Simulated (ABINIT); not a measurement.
# HgTe (Coloradoite) (F-43m) in ABINIT: a series of runs

Aim: see how the results for HgTe (Coloradoite) move with the level of theory and the settings. Levels: PBE, LDA. Tasks: single point.

All numbers are computed with ABINIT 10.8.3 (patched build); they aren't measurements. Logs are shortened: lines on timing, memory, paths and dates and some standing lists are left out, and cuts for length are marked. The log counts tension as positive stress, the text compression.

## Step 1: Starting point

The structure is cubic, space group F-43m (No. 216). Conventional cell: a = 6.429 Å, b = 6.429 Å, c = 6.429 Å, α = 90.00°, β = 90.00°, γ = 90.00°. Hg (site symmetry -43m) has 4 Te at 2.78 Å as nearest neighbours. Te (site symmetry -43m) is surrounded by 4 Hg at 2.78 Å.

## Step 2: Single point, PBE

File run.abi:

```
# Pseudopotentials
pp_dirpath "./"
pseudos "Hg.upf, Te.upf"

# Structure
acell 4.5459894962 4.5459894962 4.5459894962 Angstrom
rprim
     0.0000000000     0.7071067812     0.7071067812
     0.7071067812     0.0000000000     0.7071067812
     0.7071067812     0.7071067812     0.0000000000
ntypat 2
znucl 80 52
natom 2
typat 1 2
xred
     0.0000000000     0.0000000000     0.0000000000
     0.7500000000     0.7500000000     0.7500000000

# Plane-wave basis
ecut 34.0

# k points
kptopt 1
ngkpt 5 5 5
nshiftk 1
shiftk 0.0 0.0 0.0

# Exchange and correlation
ixc 11

# Bands and occupations
nband 22
occopt 3
tsmear 0.05 eV

# SCF cycle
nstep 100
tolvrs 1.0e-10

# Output
iomode 3
prtwf 0
prtden 0
prteig 0
prtebands 0
enunit 2
```

Potentials or basis: PseudoDojo NC SR PBE v0.4.1 standard.

Run with:

```
abinit run.abi > log 2>&1
```

run.abo:

```text
.Version 10.8.3 of ABINIT
 Symmetries : space group F-4 3 m (#216); Bravais cF (face-center cubic)
================================================================================
 Values of the parameters that define the memory need of the present run
     intxc =       0    ionmov =       0      iscf =       7    lmnmax =       7
     lnmax =       7     mgfft =      48  mpssoang =       4    mqgrid =    3001
     natom =       2  nloc_mem =       1    nspden =       1   nspinor =       1
    nsppol =       1      nsym =      24    n1xccc =    2501    ntypat =       2
    occopt =       3   xclevel =       2
       mpw =        4265          nfft =      110592          nkpt =          10
================================================================================
================================================================================

--------------------------------------------------------------------------------
------------- Echo of variables that govern the present computation ------------
--------------------------------------------------------------------------------
 -outvars: echo values of preprocessed input variables --------
            acell      8.5906751191E+00  8.5906751191E+00  8.5906751191E+00 Bohr
              amu      2.00590000E+02  1.27600000E+02
             ecut      3.40000000E+01 Hartree
           enunit           2
              ixc          11
         kptrlatt        5    0    0      0    5    0      0    0    5
          kptrlen      4.29533756E+01
            natom           2
            nband          22
            ngfft          48      48      48
             nkpt          10
            nstep         100
             nsym          24
           ntypat           2
           occopt           3
           prtden           0
        prtebands           0
           prteig           0
            prtwf           0
            rprim      0.0000000000E+00  7.0710678120E-01  7.0710678120E-01
                       7.0710678120E-01  0.0000000000E+00  7.0710678120E-01
                       7.0710678120E-01  7.0710678120E-01  0.0000000000E+00
          spgroup         216
           tolvrs      1.00000000E-10
           tsmear      1.83746611E-03 Hartree
            typat      1  2
           xangst      0.0000000000E+00  0.0000000000E+00  0.0000000000E+00
                       4.8217500000E+00  4.8217500000E+00  4.8217500000E+00
            xcart      0.0000000000E+00  0.0000000000E+00  0.0000000000E+00
                       9.1117869477E+00  9.1117869477E+00  9.1117869477E+00
             xred      0.0000000000E+00  0.0000000000E+00  0.0000000000E+00
                       7.5000000000E-01  7.5000000000E-01  7.5000000000E-01
            znucl       80.00000   52.00000

================================================================================

 chkinp: Checking input parameters for consistency.

================================================================================
== DATASET  1 ==================================================================

--- !DatasetInfo
iteration_state: {dtset: 1, }
dimensions: {natom: 2, nkpt: 10, mband: 22, nsppol: 1, nspinor: 1, nspden: 1, mpw: 4265, }
cutoff_energies: {ecut:  34.0, pawecutdg:  -1.0, }
electrons: {nelect:   3.60000000E+01, charge:   0.00000000E+00, occopt:   3.00000000E+00, tsmear:   1.83746611E-03, }
meta: {optdriver: 0, ionmov: 0, optcell: 0, iscf: 7, paral_kgb: 0, }
...

 Exchange-correlation functional for the present dataset will be:
  GGA: Perdew-Burke-Ernzerhof functional - ixc=11
  J.P.Perdew, K.Burke, M.Ernzerhof, PRL 77, 3865 (1996)

 Real(R)+Recip(G) space primitive vectors, cartesian coordinates (Bohr,Bohr^-1):
 R(1)=  0.0000000  6.0745246  6.0745246  G(1)= -0.0823110  0.0823110  0.0823110
 R(2)=  6.0745246  0.0000000  6.0745246  G(2)=  0.0823110 -0.0823110  0.0823110
 R(3)=  6.0745246  6.0745246  0.0000000  G(3)=  0.0823110  0.0823110 -0.0823110
 Unit cell volume ucvol=  4.4829809E+02 bohr^3
 Angles (23,13,12)=  6.00000000E+01  6.00000000E+01  6.00000000E+01 degrees

 getcut: wavevector=  0.0000  0.0000  0.0000  ngfft=  48  48  48
         ecut(hartree)=     34.000   => boxcut(ratio)=   2.12868

--- Pseudopotential description ------------------------------------------------
- pspini: atom type   1  psp file is ./Hg.upf
12 -101130 3 -1 1262                          pspcod,pspxc,lmax,lloc,mmax
     nproj     2     2     2     1

- pspini: atom type   2  psp file is ./Te.upf
12 -101130 2 -1 1294                          pspcod,pspxc,lmax,lloc,mmax
     nproj     2     2     2     0

   2.41922595E+03                                ecore*ucvol(ha*bohr**3)
--------------------------------------------------------------------------------

================================================================================

--- !BeginCycle
iteration_state: {dtset: 1, }
solver: {iscf: 7, nstep: 100, nline: 4, wfoptalg: 0, }
tolerances: {tolvrs: 1.00E-10, }
...

     iter   Etot(hartree)      deltaE(h)  residm     vres2
 ETOT  1  -271.24084143472    -2.712E+02 1.120E-01 1.286E+02
 ETOT  2  -271.48322869474    -2.424E-01 2.616E-03 2.448E+01
 ETOT  3  -271.48617833187    -2.950E-03 3.903E-04 1.092E+00
 ETOT  4  -271.48625836772    -8.004E-05 2.016E-04 1.935E-01
 ETOT  5  -271.48627560341    -1.724E-05 6.567E-05 3.860E-02
 ETOT  6  -271.48627739185    -1.788E-06 3.663E-05 9.834E-04
 ETOT  7  -271.48627746010    -6.825E-08 1.087E-05 5.241E-05
 ETOT  8  -271.48627746621    -6.111E-09 6.107E-06 5.156E-07
 ETOT  9  -271.48627746627    -5.662E-11 1.783E-06 2.894E-08
 ETOT 10  -271.48627746629    -1.563E-11 1.008E-06 1.375E-09
 ETOT 11  -271.48627746628     9.209E-12 2.925E-07 1.443E-11

 At SCF step   11       vres2   =  1.44E-11 < tolvrs=  1.00E-10 =>converged.

 Cartesian components of stress tensor (hartree/bohr^3)
  sigma(1 1)= -1.51708830E-04  sigma(3 2)=  0.00000000E+00
  sigma(2 2)= -1.51708830E-04  sigma(3 1)=  0.00000000E+00
  sigma(3 3)= -1.51708830E-04  sigma(2 1)=  0.00000000E+00

--- !ResultsGS
iteration_state: {dtset: 1, }
comment   : Summary of ground state results
lattice_vectors:
- [  0.0000000,   6.0745246,   6.0745246, ]
- [  6.0745246,   0.0000000,   6.0745246, ]
- [  6.0745246,   6.0745246,   0.0000000, ]
lattice_lengths: [   8.59068,    8.59068,    8.59068, ]
lattice_angles: [ 60.000,  60.000,  60.000, ] # degrees, (23, 13, 12)
lattice_volume:   4.4829809E+02
convergence: {deltae:  9.209E-12, res2:  1.443E-11, residm:  2.925E-07, diffor: null, }
etotal    :  -2.71486277E+02
entropy   :   0.00000000E+00
fermie    :   1.87723876E-01
cartesian_stress_tensor: # hartree/bohr^3
- [ -1.51708830E-04,   0.00000000E+00,   0.00000000E+00, ]
- [  0.00000000E+00,  -1.51708830E-04,   0.00000000E+00, ]
- [  0.00000000E+00,   0.00000000E+00,  -1.51708830E-04, ]
pressure_GPa:   4.4634E+00
xred      :
- [  0.0000E+00,   0.0000E+00,   0.0000E+00, Hg]
- [  7.5000E-01,   7.5000E-01,   7.5000E-01, Te]
cartesian_forces: # hartree/bohr
- [ -0.00000000E+00,  -0.00000000E+00,  -0.00000000E+00, ]
- [ -0.00000000E+00,  -0.00000000E+00,  -0.00000000E+00, ]
force_length_stats: {min:   0.00000000E+00, max:   0.00000000E+00, mean:   0.00000000E+00, }
...

 Integrated electronic density in atomic spheres:
 ------------------------------------------------
 Atom  Sphere_radius  Integrated_density
    1        2.00000         16.50777165
    2        2.00000         11.93991259
================================================================================

 ----iterations are completed or convergence reached----

 Mean square residual over all n,k,spin=   14.893E-10; max=  29.246E-08
 reduced coordinates (array xred) for    2 atoms
       0.000000000000      0.000000000000      0.000000000000
       0.750000000000      0.750000000000      0.750000000000
 rms dE/dt=  0.0000E+00; max dE/dt=  0.0000E+00; dE/dt below (all hartree)
    1       0.000000000000      0.000000000000      0.000000000000
    2       0.000000000000      0.000000000000      0.000000000000

 cartesian coordinates (angstrom) at end:
    1      0.00000000000000     0.00000000000000     0.00000000000000
    2      4.82175000004049     4.82175000004049     4.82175000004049

 cartesian forces (hartree/bohr) at end:
    1     -0.00000000000000    -0.00000000000000    -0.00000000000000
    2     -0.00000000000000    -0.00000000000000    -0.00000000000000
 frms,max,avg= 0.0000000E+00 0.0000000E+00   0.000E+00  0.000E+00  0.000E+00 h/b

 cartesian forces (eV/Angstrom) at end:
    1     -0.00000000000000    -0.00000000000000    -0.00000000000000
    2     -0.00000000000000    -0.00000000000000    -0.00000000000000
 frms,max,avg= 0.0000000E+00 0.0000000E+00   0.000E+00  0.000E+00  0.000E+00 e/A
 length scales=  8.590675119071  8.590675119071  8.590675119071 bohr
              =  4.545989496200  4.545989496200  4.545989496200 angstroms
 Fermi (or HOMO) energy (hartree) =   0.18772   Average Vxc (hartree)=  -0.34370
 Eigenvalues (hartree) for nkpt=  10  k points:
 kpt#   1, nband= 22, wtk=  0.00800, kpt=  0.0000  0.0000  0.0000 (reduced coord)
  -4.04626   -2.14748   -2.14748   -2.14748   -1.16647   -1.16647   -1.16647   -1.16617
  -1.16617   -0.25837   -0.08704   -0.08704   -0.08704   -0.06686   -0.06686    0.16106
   0.18644    0.18644    0.18644    0.34150    0.34150    0.34150
      occupation numbers for kpt#   1
   2.00000    2.00000    2.00000    2.00000    2.00000    2.00000    2.00000    2.00000
   2.00000    2.00000    2.00000    2.00000    2.00000    2.00000    2.00000    2.00000
   1.33501    1.33501    1.33501    0.00000    0.00000    0.00000
 prteigrs : prtvol=0 or 1, do not print more k-points.

 Fermi (or HOMO) energy (eV) =   5.10823   Average Vxc (eV)=  -9.35246
 Eigenvalues (   eV  ) for nkpt=  10  k points:
 kpt#   1, nband= 22, wtk=  0.00800, kpt=  0.0000  0.0000  0.0000 (reduced coord)
-110.10441  -58.43584  -58.43584  -58.43584  -31.74124  -31.74124  -31.74124  -31.73304
 -31.73304   -7.03050   -2.36838   -2.36838   -2.36838   -1.81940   -1.81940    4.38273
   5.07338    5.07338    5.07338    9.29257    9.29257    9.29257
 prteigrs : prtvol=0 or 1, do not print more k-points.

--- !EnergyTerms
iteration_state     : {dtset: 1, }
comment             : Components of total free energy in Hartree
kinetic             :  1.04639290244252E+02
hartree             :  8.17491041538330E+01
xc                  : -5.22614272727476E+01
Ewald energy        : -1.44904694394332E+02
psp_core            :  5.39646723700777E+00
local_psp           : -2.42782543265544E+02
non_local_psp       : -2.33224173534666E+01
internal            : -2.71486220650997E+02
'-kT*entropy'       : -5.68152796538565E-05
total_energy        : -2.71486277466277E+02
total_energy_eV     : -7.38751795661843E+03
band_energy         : -3.33209182392154E+01
...

 Cartesian components of stress tensor (hartree/bohr^3)
  sigma(1 1)= -1.51708830E-04  sigma(3 2)=  0.00000000E+00
  sigma(2 2)= -1.51708830E-04  sigma(3 1)=  0.00000000E+00
  sigma(3 3)= -1.51708830E-04  sigma(2 1)=  0.00000000E+00

-Cartesian components of stress tensor (GPa)         [Pressure=  4.4634E+00 GPa]
- sigma(1 1)= -4.46342787E+00  sigma(3 2)=  0.00000000E+00
- sigma(2 2)= -4.46342787E+00  sigma(3 1)=  0.00000000E+00
- sigma(3 3)= -4.46342787E+00  sigma(2 1)=  0.00000000E+00

== END DATASET(S) ==============================================================
================================================================================

 -outvars: echo values of variables after computation  --------
            acell      8.5906751191E+00  8.5906751191E+00  8.5906751191E+00 Bohr
           etotal     -2.7148627747E+02
            fcart     -0.0000000000E+00 -0.0000000000E+00 -0.0000000000E+00
                      -0.0000000000E+00 -0.0000000000E+00 -0.0000000000E+00
            rprim      0.0000000000E+00  7.0710678120E-01  7.0710678120E-01
                       7.0710678120E-01  0.0000000000E+00  7.0710678120E-01
                       7.0710678120E-01  7.0710678120E-01  0.0000000000E+00
           strten     -1.5170882966E-04 -1.5170882966E-04 -1.5170882966E-04
                       0.0000000000E+00  0.0000000000E+00  0.0000000000E+00
           xangst      0.0000000000E+00  0.0000000000E+00  0.0000000000E+00
                       4.8217500000E+00  4.8217500000E+00  4.8217500000E+00
             xred      0.0000000000E+00  0.0000000000E+00  0.0000000000E+00
                       7.5000000000E-01  7.5000000000E-01  7.5000000000E-01
 Calculation completed.
```

Run time: 38 s. Hardware: 1 thread of Arm Neoverse V1, shared host; peak memory 0.1 GiB.

What came out:

* Free energy: -7387.5180 eV
* Pressure: 4.5 GPa
* Band gap on the k mesh: none (metal or under the smearing width)
* Valence electrons inside the program's atomic spheres: Hg 16.51; Te 11.94

Caveat: the cutoff is short for stress, so the pressure is rough.

## Step 3: Single point, LDA

File run.abi:

```
pp_dirpath "./"
pseudos "Hg.upf, Te.upf"

acell 8.5906751133 8.5906751133 8.5906751133
rprim
     0.0000000000     0.7071067812     0.7071067812
     0.7071067812     0.0000000000     0.7071067812
     0.7071067812     0.7071067812     0.0000000000
ntypat 2
znucl 80 52
natom 2
typat 1 2
xred
     0.0000000000     0.0000000000     0.0000000000
     0.7500000000     0.7500000000     0.7500000000

ecut 34.0

kptopt 1
ngkpt 5 5 5
nshiftk 1
shiftk 0.0 0.0 0.0

ixc 7

nband 22
occopt 3
tsmear 0.05 eV

nstep 100
tolvrs 1.0e-10

iomode 3
prtwf 0
prtden 0
prteig 0
prtebands 0
enunit 1
```

Potentials or basis: PseudoDojo NC SR LDA v0.4.1 standard.

Run with:

```
abinit run.abi > log 2>&1
```

Wall time 36 s (1 thread of Arm Neoverse V1, shared host); peak memory 0.09 GiB.

The run converged. Its results:

```
Free energy                                           : -7384.0786 eV
Pressure                                              : 0.1 GPa
Band gap on the k mesh                                : none (metal or under the smearing width)
Valence electrons inside the program's atomic spheres : Hg 16.50; Te 11.95
```

Levels at points of the mesh, in eV from the Fermi level:
```tsv
k point	band 16	band 17	band 18	band 19	band 20	band 21
(0.00, 0.00, 0.00)	-0.93	-0.03	-0.03	-0.03	4.13	4.13
```

Caveat: the cutoff is short for stress, so the pressure is rough. The run has no spin-orbit coupling, so splittings on Hg, Te are missing.

## Step 4: Single point, PBE

Changes to run.abi since step 3:

```diff
@@ -3,3 +3,3 @@
 
-acell 8.5906751133 8.5906751133 8.5906751133
+acell 4.5459894962 4.5459894962 4.5459894962 Angstrom
 rprim
@@ -16,3 +16,3 @@
 
-ecut 34.0
+ecut 40.0
 
@@ -23,3 +23,3 @@
 
-ixc 7
+ixc 11
 
@@ -37,2 +37 @@
 prtebands 0
-enunit 1
```

Potentials or basis: PseudoDojo NC SR PBE v0.4.1 standard.

Run with:

```
abinit run.abi > log 2>&1
```

run.abo:

```text
.Version 10.8.3 of ABINIT
 Symmetries : space group F-4 3 m (#216); Bravais cF (face-center cubic)
================================================================================
 Values of the parameters that define the memory need of the present run
     intxc =       0    ionmov =       0      iscf =       7    lmnmax =       7
     lnmax =       7     mgfft =      50  mpssoang =       4    mqgrid =    3001
     natom =       2  nloc_mem =       1    nspden =       1   nspinor =       1
    nsppol =       1      nsym =      24    n1xccc =    2501    ntypat =       2
    occopt =       3   xclevel =       2
       mpw =        5442          nfft =      125000          nkpt =          10
================================================================================
================================================================================

--------------------------------------------------------------------------------
------------- Echo of variables that govern the present computation ------------
[... 202 lines left out ...]
- sigma(3 3)= -4.75419275E+00  sigma(2 1)=  0.00000000E+00

== END DATASET(S) ==============================================================
================================================================================

 -outvars: echo values of variables after computation  --------
            acell      8.5906751191E+00  8.5906751191E+00  8.5906751191E+00 Bohr
           etotal     -2.7148648470E+02
            fcart     -1.3852139603E-30  1.3852139603E-30  1.3852139603E-30
                       1.3852139603E-30 -1.3852139603E-30 -1.3852139603E-30
            rprim      0.0000000000E+00  7.0710678120E-01  7.0710678120E-01
                       7.0710678120E-01  0.0000000000E+00  7.0710678120E-01
                       7.0710678120E-01  7.0710678120E-01  0.0000000000E+00
           strten     -1.6159172713E-04 -1.6159172713E-04 -1.6159172713E-04
                       0.0000000000E+00  0.0000000000E+00  0.0000000000E+00
           xangst      0.0000000000E+00  0.0000000000E+00  0.0000000000E+00
                       4.8217500000E+00  4.8217500000E+00  4.8217500000E+00
             xred      0.0000000000E+00  0.0000000000E+00  0.0000000000E+00
                       7.5000000000E-01  7.5000000000E-01  7.5000000000E-01
 Calculation completed.
```

Wall time 53 s (1 thread of Arm Neoverse V1, shared host); peak memory 0.1 GiB.

Results:

| Item | Value |
| --- | --- |
| Free energy | -7387.5236 eV |
| Pressure | 4.8 GPa |
| Band gap on the k mesh | none (metal or under the smearing width) |
| Valence electrons inside the program's atomic spheres | Hg 16.53; Te 11.96 |

## Step 5: Single point, PBE

Changes to run.abi since step 4:

```diff
@@ -1 +1,2 @@
+# Pseudopotentials
 pp_dirpath "./"
@@ -3,3 +4,4 @@
 
-acell 4.5459894962 4.5459894962 4.5459894962 Angstrom
+# Structure
+acell 8.5906751133 8.5906751133 8.5906751133
 rprim
@@ -16,4 +18,6 @@
 
-ecut 40.0
+# Plane-wave basis
+ecut 925.187132 eV
 
+# k points
 kptopt 1
@@ -23,4 +27,6 @@
 
+# Exchange and correlation
 ixc 11
 
+# Bands and occupations
 nband 22
@@ -29,2 +35,3 @@
 
+# SCF cycle
 nstep 100
@@ -32,6 +39,12 @@
 
+# Output
 iomode 3
 prtwf 0
-prtden 0
 prteig 0
 prtebands 0
+enunit 2
+prtden 1
+prtvha 1
+prtvclmb 1
+prtpot 1
+prtelf 1
```

Run with:

```
mpirun --bind-to none -np 4 abinit run.abi > log 2>&1
```

Run time: 22 s. Hardware: 4 MPI ranks of Arm Neoverse N1, shared host; peak memory 0.36 GiB.

Results (log left out):

```
Free energy                                           : -7387.5180 eV
Pressure                                              : 4.5 GPa
Band gap on the k mesh                                : none (metal or under the smearing width)
Valence electrons inside the program's atomic spheres : Hg 16.51; Te 11.94
```

Levels at points of the mesh, in eV from the Fermi level:
| k point | band 15 | band 16 | band 17 | band 18 | band 19 | band 20 | band 21 | band 22 |
| --- | --- | --- | --- | --- | --- | --- | --- | --- |
| (0.00, 0.00, 0.00) | -6.93 | -0.73 | -0.03 | -0.03 | -0.03 | 4.18 | 4.18 | 4.18 |

Caveat: the cutoff is short for stress, so the pressure is rough. Spin-orbit coupling is left out, which matters for the levels of Hg, Te.

## Step 6: Summary

```tsv
level	potentials or basis	cutoff (eV)	gap on the mesh (eV)	pressure (GPa)
PBE	PseudoDojo NC SR PBE v0.4.1 standard	925	none	4.5
LDA	PseudoDojo NC SR LDA v0.4.1 standard	925	none	0.1
PBE	PseudoDojo NC SR PBE v0.4.1 standard	1088	none	4.8
```

Alike in all rows: task single point; no spin polarisation; cell as given; k mesh 5 × 5 × 5; smearing fermi-dirac 0.05 eV.

Caveats: the cutoff is short for stress, so the pressure is rough (some runs).

Total energies depend on the potentials used, so only differences within one code and one set of settings carry meaning.
